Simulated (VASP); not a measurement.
# ZrC (Fm-3m) in VASP: a series of runs

Runs on ZrC. Level: PBE. Tasks: relaxation of cell and atoms, vibrations by finite differences.

Program: VASP 6.6.1. These are calculated values, not measurements. Logs are shortened: lines on timing, memory, paths and dates and some standing lists are left out, and cuts for length are marked.

## (1) The structure

Symmetry: Fm-3m, No. 225, cubic system. Conventional cell: a = 4.730 Å, b = 4.730 Å, c = 4.730 Å, α = 90.00°, β = 90.00°, γ = 90.00°. Zr (site symmetry m-3m) is surrounded by 6 C at 2.37 Å. Around C (site symmetry m-3m) lie 6 Zr at 2.37 Å.

## (2) Relaxation of cell and atoms, PBE

Input file INCAR:

```
SYSTEM = ZrC
PREC = Accurate ; ENCUT = 520
EDIFF = 1E-7 ; ISMEAR = 1
SIGMA = 0.2 ; LREAL = .FALSE.
LASPH = .TRUE. ; NELM = 100
ALGO = Normal ; ISIF = 3
LWAVE = .FALSE. ; LCHARG = .FALSE.
GGA = PE ; IBRION = 2
NSW = 80 ; EDIFFG = -0.002
```

Input file KPOINTS:

```
regular mesh
0
G
  16 16 16
  0 0 0
```

Input file POSCAR:

```
ZrC
1.0
    0.0000000000      2.3650000000      2.3650000000
    2.3650000000      0.0000000000      2.3650000000
    2.3650000000      2.3650000000      0.0000000000
Zr C
1 1
Direct
    0.5000000000      0.5000000000      0.5000000000
    0.0000000000      0.0000000000      0.0000000000
```

Potentials or basis: VASP PAW PBE potentials, release 64 (Zr_sv, C).

Started as:

```bash
$ cat potpaw_PBE.64/Zr_sv/POTCAR potpaw_PBE.64/C/POTCAR > POTCAR
$ mpirun -np 1 vasp_std > vasp.out
```

OUTCAR:

```text
SYSTEM = ZrC
   PREC = Accurate
   ENCUT = 520
   EDIFF = 1E-7
   ISMEAR = 1
   LREAL = .FALSE.
   LASPH = .TRUE.
   NELM = 100
   ISIF = 3
   GGA = PE
   IBRION = 2
   NSW = 80
   EDIFFG = -0.002

 ion  position               nearest neighbor table
   1  0.500  0.500  0.500-   2 2.37   2 2.37   2 2.37   2 2.37   2 2.37   2 2.37
   2  0.000  0.000  0.000-   1 2.37   1 2.37   1 2.37   1 2.37   1 2.37   1 2.37

  LATTYP: Found a face centered cubic cell.
 ALAT       =     4.7300000000

  Lattice vectors:

 A1 = (   0.0000000000,   2.3650000000,   2.3650000000)
 A2 = (   2.3650000000,   0.0000000000,   2.3650000000)
 A3 = (   2.3650000000,   2.3650000000,   0.0000000000)

Analysis of symmetry for initial positions (statically):
=====================================================================
 Subroutine PRICEL returns:
 Original cell was already a primitive cell.

 Routine SETGRP: Setting up the symmetry group for a
 face centered cubic supercell.

 Subroutine GETGRP returns: Found 48 space group operations
 (whereof 48 operations were pure point group operations)
 out of a pool of 48 trial point group operations.

The static configuration has the point symmetry O_h .

Analysis of symmetry for dynamics (positions and initial velocities):
=====================================================================
 Subroutine PRICEL returns:
 Original cell was already a primitive cell.

 Routine SETGRP: Setting up the symmetry group for a
 face centered cubic supercell.

 Subroutine GETGRP returns: Found 48 space group operations
 (whereof 48 operations were pure point group operations)
 out of a pool of 48 trial point group operations.

The dynamic configuration has the point symmetry O_h .

 Subroutine INISYM returns: Found 48 space group operations
 (whereof 48 operations are pure point group operations),
 and found     1 'primitive' translations

----------------------------------------------------------------------------------------

                                     Primitive cell

  volume of cell :      26.4560

  direct lattice vectors                    reciprocal lattice vectors
     0.000000000  2.365000000  2.365000000    -0.211416490  0.211416490  0.211416490
     2.365000000  0.000000000  2.365000000     0.211416490 -0.211416490  0.211416490
[... 99 lines left out ...]
   EFERMI =   0.00;   METHOD = LEGACY
   ISMEAR =     1;   SIGMA  =   0.20  broadening in eV -4-tet -1-fermi 0-gaus
   EFERMI_NEDOS =   21; number of points for ismear=-14 and -15
   IALGO  =     38    algorithm
   IMIX   =      4    mixing-type and parameters
     AMIX     =   0.40;   BMIX     =  1.00
     AMIX_MAG =   1.60;   BMIX_MAG =  1.00
  volume/ion in A,a.u.               =      13.23        89.27
  Fermi-wavevector in a.u.,A,eV,Ry     =   1.384439  2.616209 26.077880  1.916670
  Thomas-Fermi vector in A             =   2.508943
   LORBIT       =      0    0 simple, 1 ext, 2 COOP (PROOUT), +10 PAW based schemes
   GGA     = PE    functional components
   LHFCALC =     F    Hartree Fock is set to
   AEXX    =    0.0000 exact exchange contribution
   IVDW    =     0    specifies the selected vdW correction
   LEPSILON=     F    determine dielectric tensor
   LRPA    =     F    only Hartree local field effects (RPA)
 conjugate gradient relaxation of ions
 non-spin polarized calculation
 Methfessel and Paxton  Order N= 1 SIGMA  =   0.20
  energy-cutoff  :      520.00
  volume of cell :       26.46
 maximum number of plane-waves:       728
 NGX is ok and might be reduce to    28
   NGX = 13   NGY = 13   NGZ = 13

--------------------------------------- Ionic step        1  -------------------------------------------

 number of electron      16.0000000 magnetization

 Free energy of the ion-electron system (eV)
  ---------------------------------------------------
  ext. energy  EPLUGINS =         0.00000000
  ---------------------------------------------------
  free energy    TOTEN  =       -19.45899672 eV

  energy without entropy =      -19.45858559  energy(sigma->0) =      -19.45885967

------------------------ aborting loop because EDIFF is reached ----------------------------------------

  FORCE on cell =-STRESS in cart. coord.  units (eV):
  Direction    XX          YY          ZZ          XY          YZ          ZX
  --------------------------------------------------------------------------------------
  -------------------------------------------------------------------------------------
  Total       -0.4442494     -0.4442494     -0.4442494      0.0000000      0.0000000      0.0000000
  in kB      -26.9038234    -26.9038234    -26.9038234      0.0000000      0.0000000      0.0000000
  external PRESSURE =     -26.9038234 kB  Pullay stress =       0.0000000 kB
[... 59 lines left out ...]
--------------------------------------- Ionic step        3  -------------------------------------------

 number of electron      16.0000000 magnetization

 Free energy of the ion-electron system (eV)
  ---------------------------------------------------
  ext. energy  EPLUGINS =         0.00000000
  ---------------------------------------------------
  free energy    TOTEN  =       -19.46179266 eV

  energy without entropy =      -19.46141448  energy(sigma->0) =      -19.46166660

 E-fermi :   9.5339     XC(G=0): -12.1017

 val. band max:        9.5304923637   @ k =   0.4375   0.4375   0.0000
 cond. band min:       9.5852512278   @ k =   0.4375   0.3750   0.0000
 fundamental gap:      0.0547588641
 Fermi energy:         9.5339473136

 k-point     1 :       0.0000    0.0000    0.0000
  band No.  band energies     occupation
      1     -38.5908      2.00000
      2     -16.3053      2.00000
      3     -16.3053      2.00000
      4     -16.3053      2.00000
      5      -1.7442      2.00000
      6      10.4732     -0.00000
      7      10.4732     -0.00000
      8      10.4732     -0.00000
      9      10.6312     -0.00000
     10      10.6312     -0.00000
     11      10.6312     -0.00000
     12      12.3332     -0.00000
[... 331 lines left out ...]
 k-point    24 :      -0.0625    0.0625    0.0000
  band No.  band energies     occupation
      1     -38.5811      2.00000
      2     -16.3867      2.00000
      3     -16.3270      2.00000
      4     -16.3070      2.00000
      5      -1.5135      2.00000
      6       9.1518      2.02110
      7       9.3644      2.00245
      8       9.5091      1.20820
      9      10.7731     -0.00000
     10      11.3902     -0.00000
     11      11.4741     -0.00000
     12      12.9523     -0.00000

 [... further k-points ...]
[... 5 lines left out ...]
  --------------------------------------------------------------------------------------
  -------------------------------------------------------------------------------------
  Total       -0.0010562     -0.0010562     -0.0010562      0.0000000      0.0000000      0.0000000
  in kB       -0.0647655     -0.0647655     -0.0647655      0.0000000      0.0000000      0.0000000
  external PRESSURE =      -0.0647655 kB  Pullay stress =       0.0000000 kB
[... 17 lines left out ...]
  FREE ENERGIE OF THE ION-ELECTRON SYSTEM (eV)
  ---------------------------------------------------
  free  energy   TOTEN  =       -19.4617926632 eV

  energy  without entropy=      -19.4614144814  energy(sigma->0) =      -19.46166660

 reached required accuracy - stopping structural energy minimisation
```

It took 55 s on 1 thread of Intel Xeon 6975P-C (Granite Rapids), shared host; peak memory 0.2 GiB.

Results:

```
Free energy                            : -19.4618 eV
Relaxed volume                         : 13.06 Å³/atom
Relaxed cell                           : a = 3.331 Å, b = 3.331 Å, c = 3.331 Å, α = 60.00°, β = 60.00°, γ = 60.00°
Space group after relaxing (to 0.05 Å) : Fm-3m (No. 225)
Energy gained by relaxing              : 1.4 meV/atom
Ionic steps                            : 3
Pressure after relaxing                : 0.0 GPa
Band gap on the k mesh                 : none (metal or under the smearing width)
```

Step by step:
| step | energy change (eV) | largest force (eV/Å) | pressure (GPa) | volume (Å³) |
| --- | --- | --- | --- | --- |
| 1 | 0.0000 | 0.0000 | -2.69 | 26.46 |
| 2 | 0.0044 | 0.0000 | 4.57 | 25.61 |
| 3 | -0.0028 | 0.0000 | -0.01 | 26.13 |

Final structure:
```cif
data_structure
_symmetry_space_group_name_H-M 'P 1'
_symmetry_Int_Tables_number 1
_cell_length_a 3.3308
_cell_length_b 3.3308
_cell_length_c 3.3308
_cell_angle_alpha 60.000
_cell_angle_beta 60.000
_cell_angle_gamma 60.000
_cell_volume 26.13
loop_
_atom_site_label
_atom_site_type_symbol
_atom_site_fract_x
_atom_site_fract_y
_atom_site_fract_z
_atom_site_occupancy
Zr1 Zr 0.50000 0.50000 0.50000 1
C1 C 0.00000 0.00000 0.00000 1
```

## (3) Relaxation of cell and atoms, PBE

This run uses another cell than the first one, of 13.06 Å³/atom, 0.988 times its volume.

INCAR is that of step 2.

KPOINTS is that of step 2.

Input file POSCAR:

```
ZrC                                     
1.0
    0.0000000000      2.3552149238      2.3552149238
    2.3552149238      0.0000000000      2.3552149238
    2.3552149238      2.3552149238      0.0000000000
  Zr              C             
     1     1
Direct
     0.5000000000000000    0.5000000000000000    0.5000000000000000
     0.0000000000000000    0.0000000000000000    0.0000000000000000
```

Potentials or basis: VASP PAW PBE potentials, release 64 (Zr_sv, C).

Started as:

```bash
$ cat potpaw_PBE.64/Zr_sv/POTCAR potpaw_PBE.64/C/POTCAR > POTCAR
$ mpirun -np 1 vasp_std > vasp.out
```

Run time: 24 s. Hardware: 1 thread of Intel Xeon 6975P-C (Granite Rapids), shared host; peak memory 0.19 GiB.

The run converged. Its results:

```yaml
Free_energy: -19.4616 eV
Pressure_after_relaxing: 0.0 GPa
Band_gap_on_the_k_mesh: none (metal or under the smearing width)
```

Final structure:
```yaml
crystal:
  lattice:
    - [0.00000, 2.35521, 2.35521]
    - [2.35521, 0.00000, 2.35521]
    - [2.35521, 2.35521, 0.00000]
  atoms:
    - { symbol: Zr, position: [0.50000, 0.50000, 0.50000] }
    - { symbol: C, position: [0.00000, 0.00000, 0.00000] }
```

Levels at points of the mesh, in eV from the Fermi level:
| k point | band 4 | band 5 | band 6 | band 7 | band 8 | band 9 | band 10 | band 11 | band 12 |
| --- | --- | --- | --- | --- | --- | --- | --- | --- | --- |
| (0.00, 0.00, 0.00) | -25.84 | -11.28 | 0.94 | 0.94 | 0.94 | 1.10 | 1.10 | 1.10 | 2.80 |
| (0.50, 0.00, 0.00) | -25.92 | -8.24 | -5.27 | -2.90 | -2.90 | 4.47 | 4.47 | 5.30 | 6.51 |
| (0.50, 0.50, 0.00) | -26.12 | -10.11 | -2.06 | -1.73 | 0.06 | 0.06 | 4.42 | 5.62 | 5.62 |

Caveat: the relaxation stopped at its first step, so nothing moved.

## (4) Vibrations by finite differences, PBE

This run uses another cell than the first one, of 13.06 Å³/atom, 0.988 times its volume.

Input file INCAR:

```
SYSTEM = ZrC
  PREC = Accurate
  ENCUT = 520
  EDIFF = 1E-8
  ISMEAR = 1
  SIGMA = 0.2
  LREAL = .False.
  LASPH = .True.
  NELM = 100
  ALGO = Normal
  ISIF = 3
  LWAVE = .False.
  LCHARG = .False.
  GGA = PE
  NBANDS = 15
  IBRION = 6
  NFREE = 2
  POTIM = 0.015
  NSW = 1
```

Input file KPOINTS:

```
Automatic mesh
0
Gamma
  16 16 16
  0 0 0
```

POSCAR is that of step 3.

Started as:

```bash
$ cat potpaw_PBE.64/Zr_sv/POTCAR potpaw_PBE.64/C/POTCAR > POTCAR
$ mpirun -np 1 vasp_std > vasp.out
```

It took 23 min on 1 thread of Intel Xeon 6975P-C (Granite Rapids), shared host; peak memory 0.8 GiB.

The run converged, but a check on its numbers failed (symmetry, net force, bounds or a known fault of this set-up), so they aren't taken as properties of the crystal.
